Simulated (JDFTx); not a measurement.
The system is SnSe2.

```
Sn Se
1.0
     3.81100    0.00000    0.00000
    -1.90550    3.30042    0.00000
     0.00000    0.00000    6.13600
Sn Se
1 2
Direct
  0.00000 0.00000 0.00000
  0.66667 0.33333 0.75100
  0.33333 0.66667 0.24900
```

A run of JDFTx 1.7.0 (patched build) on this cell left the log below. Logs are shortened: lines on timing, memory, paths and dates and some standing lists are left out, and cuts for length are marked.

```text
*************** JDFTx 1.7.0 (patched build) ***************

Input parsed successfully to the following command list (including defaults):
[... the input with its defaults ...]

---------- Setting up symmetries ----------

Found 24 point-group symmetries of the bravais lattice
Found 12 space-group symmetries with basis
Applied RMS atom displacement 3.39494e-10 bohrs to make symmetries exact.

---------- Initializing the Grid ----------
R =
[      7.20175     -3.60087            0  ]
[            0       6.2369            0  ]
[            0            0      11.5954  ]
unit cell volume = 520.823
G =
[   0.872453   0.503711         -0  ]
[          0    1.00742          0  ]
[          0         -0   0.541871  ]
Minimum fftbox size, Smin = [  64  64  100  ]
Chosen fftbox size, S = [  64  64  100  ]

---------- Initializing tighter grid for wavefunction operations ----------
R =
[      7.20175     -3.60087            0  ]
[            0       6.2369            0  ]
[            0            0      11.5954  ]
unit cell volume = 520.823
G =
[   0.872453   0.503711         -0  ]
[          0    1.00742          0  ]
[          0         -0   0.541871  ]
Minimum fftbox size, Smin = [  44  44  72  ]
Chosen fftbox size, S = [  48  48  72  ]

---------- Exchange Correlation functional ----------
Initalized PBEsol GGA exchange.
Initalized PBEsol GGA correlation.

---------- Setting up pseudopotentials ----------
Width of ionic core gaussian charges (only for fluid interactions / plotting) set to 0

Reading pseudopotential file 'pseudo/Sn.upf':
  'Sn' pseudopotential, 'PBESOL' functional
  Generated using ONCVPSP code by D. R. Hamann
  14 valence electrons, 3 orbitals, 6 projectors, 1001 radial grid points, with lMax = 2
    4D    l: 2   occupation: 10.0   eigenvalue: -0.947846
    5S    l: 0   occupation:  2.0   eigenvalue: -0.389375
    5P    l: 1   occupation:  2.0   eigenvalue: -0.136297
  Core radius for overlap checks: 2.33 bohrs.

Reading pseudopotential file 'pseudo/Se.upf':
  'Se' pseudopotential, 'PBESOL' functional
  Generated using ONCVPSP code by D. R. Hamann
[... 54 lines left out ...]
SCF: Cycle:  5   F: -290.548336137481158   dF: -2.606e-06   |Residual|: 4.272e-04   |deigs|: 3.019e-04
	FillingsUpdate:  mu: +0.325230426  nElectrons: 46.000000
SCF: Cycle:  6   F: -290.548336961570669   dF: -8.241e-07   |Residual|: 1.447e-04   |deigs|: 8.822e-05
	FillingsUpdate:  mu: +0.325229013  nElectrons: 46.000000
SCF: Cycle:  7   F: -290.548337210207194   dF: -2.486e-07   |Residual|: 5.347e-05   |deigs|: 1.285e-05
	FillingsUpdate:  mu: +0.325230764  nElectrons: 46.000000
SCF: Cycle:  8   F: -290.548337350607483   dF: -1.404e-07   |Residual|: 2.700e-05   |deigs|: 1.265e-05
	FillingsUpdate:  mu: +0.325230677  nElectrons: 46.000000
SCF: Cycle:  9   F: -290.548337397764783   dF: -4.716e-08   |Residual|: 1.352e-05   |deigs|: 7.082e-06
	FillingsUpdate:  mu: +0.325230901  nElectrons: 46.000000
SCF: Cycle: 10   F: -290.548337424622673   dF: -2.686e-08   |Residual|: 7.722e-06   |deigs|: 5.523e-06
	FillingsUpdate:  mu: +0.325230972  nElectrons: 46.000000
SCF: Cycle: 11   F: -290.548337433389463   dF: -8.767e-09   |Residual|: 4.579e-06   |deigs|: 3.250e-06
	FillingsUpdate:  mu: +0.325231212  nElectrons: 46.000000
SCF: Cycle: 12   F: -290.548337439344039   dF: -5.955e-09   |Residual|: 2.299e-06   |deigs|: 5.459e-06
	FillingsUpdate:  mu: +0.325231284  nElectrons: 46.000000
SCF: Cycle: 13   F: -290.548337440908369   dF: -1.564e-09   |Residual|: 1.104e-06   |deigs|: 2.447e-06
	FillingsUpdate:  mu: +0.325231293  nElectrons: 46.000000
SCF: Cycle: 14   F: -290.548337441902731   dF: -9.944e-10   |Residual|: 7.909e-07   |deigs|: 3.561e-06
	FillingsUpdate:  mu: +0.325231326  nElectrons: 46.000000
SCF: Cycle: 15   F: -290.548337442184049   dF: -2.813e-10   |Residual|: 2.394e-07   |deigs|: 1.868e-06
SCF: Converged (|Delta E|<1.000000e-09 for 2 iters).

Setting wave functions to eigenvectors of Hamiltonian
Converging empty states (this may take a while): |deigs|: 2.305e-05

# Stress tensor in Cartesian coordinates [Eh/a0^3]:
[ -7.28384e-05            0            0  ]
[            0 -7.28384e-05            0  ]
[            0            0 -0.000132237  ]

# Ionic positions in lattice coordinates:
ion Sn   0.000000000000000   0.000000000000000   0.000000000000000 1
ion Se   0.666666666666667   0.333333333333333   0.751000000000000 1
ion Se   0.333333333333333   0.666666666666667   0.249000000000000 1

# Forces in Cartesian coordinates:
force Sn  -0.000000000000000   0.000000000000000  -0.000000000000000 1
force Se  -0.000000000000000  -0.000000000000000  -0.012252350381695 1
force Se  -0.000000000000000  -0.000000000000000   0.012252350381692 1

# Energy components:
   Eewald =     -170.5240071140356974
       EH =       96.0038290362524265
     Eloc =     -253.0753405923877892
      Enl =     -127.3929387186013287
      Exc =      -69.8177249235911717
 Exc_core =       30.3361345270082658
       KE =      203.9217119537777307
-------------------------------------
     Etot =     -290.5483358315775035
       TS =        0.0000016106065712
-------------------------------------
        F =     -290.5483374421840495

IonicMinimize: Iter:   0  F: -290.548337442184049  |grad|_K:  5.776e-03
IonicMinimize: None of the convergence criteria satisfied after 0 iterations.

#--- Lowdin population analysis ---
# oxidation-state Sn +0.562
# oxidation-state Se -0.221 -0.221

Dumping 'run.eigStats' ...
	eMin: -1.413115 at state 2 ( [ +0.000000 +0.000000 +0.400000 ] spin 0 )
	HOMO: +0.311536 at state 3 ( [ +0.000000 +0.125000 +0.000000 ] spin 0 )
	mu  : +0.325231
	LUMO: +0.337887 at state 20 ( [ +0.000000 +0.500000 +0.400000 ] spin 0 )
	eMax: +0.753910 at state 18 ( [ +0.000000 +0.500000 +0.000000 ] spin 0 )
	HOMO-LUMO gap: +0.026351
	Optical gap  : +0.035546 at state 0 ( [ +0.000000 +0.000000 +0.000000 ] spin 0 )
Done!
[note: mu as printed may lie anywhere between the filled and the empty levels]
```

Problem. Write the input and the command behind it.

Solution. Single point with PBEsol, no spin polarisation. The files as run (others can give the same):

SnSe2.in
```
lattice \
    7.2017462609    -3.6008731305     0.0000000000 \
    0.0000000000     6.2368952135     0.0000000000 \
    0.0000000000     0.0000000000    11.5953595007
coords-type Lattice
ion Sn     0.0000000000     0.0000000000     0.0000000000 1
ion Se     0.6666666667     0.3333333333     0.7510000000 1
ion Se     0.3333333333     0.6666666667     0.2490000000 1

ion-species pseudo/Sn.upf
ion-species pseudo/Se.upf
elec-cutoff 43 344
elec-ex-corr gga-PBEsol
kpoint-folding 8 8 5
elec-smearing Fermi 0.0018374661
elec-n-bands 31
electronic-SCF nIterations 100 energyDiffThreshold 1e-09
electronic-minimize nIterations 30 energyDiffThreshold 1e-7
converge-empty-states yes
forces-output-coords Cartesian

dump-name run.$VAR
dump End Ecomponents EigStats BandEigs Kpoints Forces Stress
```

Potentials or basis: PseudoDojo-SR-PBEsol-0.4.1-standard with smoothed tails.
The run is started by
```sh
$ jdftx -c 1 -i SnSe2.in -o SnSe2.out
```

Caveat: spin-orbit coupling is left out, which moves the levels of the heavy elements; an odd mesh through Γ misses points on the zone boundary, where band edges often lie.
